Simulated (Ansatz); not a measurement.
A 3-atom cell of BaF2 started from a crystallographic database, relaxed with r2SCAN, was run in the plane-wave code Ansatz under altered settings. All numbers are computed, without spin polarisation but where a row says otherwise.

```
CELL_PARAMETERS angstrom
0.00000 3.09716 3.09716
3.09716 0.00000 3.09716
3.09716 3.09716 0.00000
ATOMIC_POSITIONS crystal
Ba 0.00000 0.00000 0.00000
F 0.25000 0.25000 0.25000
F 0.75000 0.75000 0.75000
```

The base run's other keys:
```yaml
kpoints:
  mp_grid: { grid: [4, 4, 4] }
hamiltonian:
  xc: hse06
scf:
  occupations: { method: fixed }
  n_extra_bands: 4
```

It takes 15 iterations with 1211 plane waves at 420 eV and 8 k points, and leaves a mean stress of +0.37 GPa. The gap over this mesh is 8.767 eV. It ran on 4 threads of Arm Neoverse V2 (shared host).

Outcomes, with energy and stress as changes against the base:
```csv
setting,outcome,ΔF (meV/atom),Δ mean stress (GPa),gap on the mesh (eV),iterations,wall time
"PBE hybrid, exx coeff 1.0, omega 0.2078 1/Å",converged,–,-3.1,14.966,21,6.7 s
"PBE hybrid, exx coeff 1.0, omega 0.3 1/Å",converged,–,-3.0,13.846,23,6.6 s
"PBE hybrid, exx coeff 0.15, unscreened",converged,–,+0.4,8.445,14,4.7 s
"PBE hybrid, exx coeff 1.0, omega 0.5 1/Å",converged,–,-2.9,11.965,18,6.1 s
"PBE hybrid, exx coeff 1.5, omega 0.2078 1/Å",refused,–,–,–,–,0.02 s
scf.occupations: methfessel_paxton 0.001,converged,0.0,0.0,8.767,14,4.9 s
```
A dash marks a value that wasn't obtained or can't be compared. Stress is positive in compression. The base took 5 s.

- PBE hybrid, exx coeff 1.0, omega 0.2078 1/Å. That is 100 % exact exchange, screened with ω = 0.2078 1/Å, against HSE06's 25 % screened at 0.208 1/Å. The mean stress moves by -3.1 GPa and the gap on the mesh by +6.199 eV (to 14.966). Totals of different functionals aren't comparable.
- PBE hybrid, exx coeff 1.0, omega 0.3 1/Å. That is 100 % exact exchange, screened with ω = 0.3 1/Å, against HSE06's 25 % screened at 0.208 1/Å. The mean stress moves by -3.0 GPa and the gap on the mesh by +5.079 eV (to 13.846). Totals of different functionals aren't comparable.
- PBE hybrid, exx coeff 0.15, unscreened. That is 15 % exact exchange, at all ranges, against HSE06's 25 % screened at 0.208 1/Å. The mean stress moves by +0.4 GPa and the gap on the mesh by -0.321 eV (to 8.445). Totals of different functionals aren't comparable.
- PBE hybrid, exx coeff 1.0, omega 0.5 1/Å. That is 100 % exact exchange, screened with ω = 0.5 1/Å, against HSE06's 25 % screened at 0.208 1/Å. The mean stress moves by -2.9 GPa and the gap on the mesh by +3.198 eV (to 11.965). Totals of different functionals aren't comparable.
- PBE hybrid, exx coeff 1.5, omega 0.2078 1/Å. The program doesn't start. Error: invalid value for `hamiltonian.xc.exx.coeff`: must be finite and in (0, 1]; got 1.5

Within 1 meV an atom, 0.1 GPa and 0.005 eV of the base stay: scf.occupations: methfessel_paxton 0.001.

Spin-orbit coupling is left out.

The program warns that its thresholds are loose for a hybrid's stress.

The meshes of the hybrids are coarse, so their gaps aren't converged to the digits shown.
